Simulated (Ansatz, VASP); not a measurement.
**One calculation of LaO6, two programs**

INCAR

```
SYSTEM = LaO6
ALGO = Normal
EDIFF = 1E-7
ENCUT = 520
GGA = PE
ISIF = 2
ISMEAR = 0
LASPH = .True.
LCHARG = .True.
LELF = .True.
LREAL = .False.
LVHAR = .True.
LWAVE = .False.
NBANDS = 32
NELM = 100
PREC = Accurate
SIGMA = 0.1
```

File KPOINTS:

```
k-points
0
Gamma
  8 8 8
  0 0 0
```

POSCAR

```
LaO6
1.0
    4.6930219053      0.0000000000      0.0000000000
    0.0000000000      4.6930219053      0.0000000000
    0.0000000000      0.0000000000      4.6930219053
La O
1 6
Direct
    0.0000000000      0.0000000000      0.0000000000
    0.8595631389      0.5000000000      0.5000000000
    0.1404368611      0.5000000000      0.5000000000
    0.5000000000      0.5000000000      0.8595631389
    0.5000000000      0.5000000000      0.1404368611
    0.5000000000      0.1404368611      0.5000000000
    0.5000000000      0.8595631389      0.5000000000
```

Input for Ansatz:

```yaml
crystal:
  lattice:
    - [4.6930219053, 0.0, 0.0]
    - [0.0, 4.6930219053, 0.0]
    - [0.0, 0.0, 4.6930219053]
  atoms:
    - { symbol: La, position: [0.0, 0.0, 0.0] }
    - { symbol: O, position: [0.8595631389, 0.5, 0.5] }
    - { symbol: O, position: [0.1404368611, 0.5, 0.5] }
    - { symbol: O, position: [0.5, 0.5, 0.8595631389] }
    - { symbol: O, position: [0.5, 0.5, 0.1404368611] }
    - { symbol: O, position: [0.5, 0.1404368611, 0.5] }
    - { symbol: O, position: [0.5, 0.8595631389, 0.5] }
basis:
  ecutwfc: 420
kpoints:
  mp_grid: { grid: [8, 8, 8] }
  band_path:
    path:
      - [[0.0, 0.0, 0.0], [0.0, 0.5, 0.0], [0.5, 0.5, 0.0], [0.0, 0.0, 0.0], [0.5, 0.5, 0.5], [0.0, 0.5, 0.0]]
      - [[0.5, 0.5, 0.5], [0.5, 0.5, 0.0]]
    npoints: 14
hamiltonian:
  xc: pbe
scf:
  occupations: { method: gaussian, width: 0.1 }
  n_extra_bands: 17
output:
  forces: true
  stress: true
  eigenvalues: true
  populations: true
  dos: { projected: true, de: 0.02, nscf_kmesh: { grid: [10, 10, 10] } }
  bader: true
  write_density: true
  write_potential: true
  elf: true
  volumetric_format: npy
```

The cell was built by a generator and needn't be a form met in nature.

Alike in both runs: task single point; functional PBE; k mesh 8 × 8 × 8; occupations gaussian, width 0.1 eV; no spin polarisation.

```csv
,VASP,Ansatz
version,VASP 6.6.1,Ansatz 0.2.0
potentials or method,"VASP PAW PBE potentials, release 64 (La, O)","scalar-relativistic, plane waves, PAW"
plane-wave cutoff (eV),520,420
valence electrons in the cell,47,47
```

|  | VASP | Ansatz | Ansatz less VASP |
| --- | --- | --- | --- |
| gap on the k mesh at the Fermi level (eV) | none | none | - |
| pressure (GPa) | 0.8 | 0.0 | -0.73 |
| rms of the force components (eV/Å) | 0.271 | 0.005 | -0.2662 |

Atom by atom the forces differ by 0.277 eV/Å (rms over components). A gap of «none» marks a metal or a gap that the smearing closes. One of these differences is far larger than is usual between the two programs; its cause wasn't traced. The functional is the same, so the differences come from potentials, cutoffs and numerics.

Caveats: an odd number of electrons without spin polarisation forces a metal; a magnetic or distorted state may lie lower. Spin-orbit coupling is left out, which matters for the levels of La.
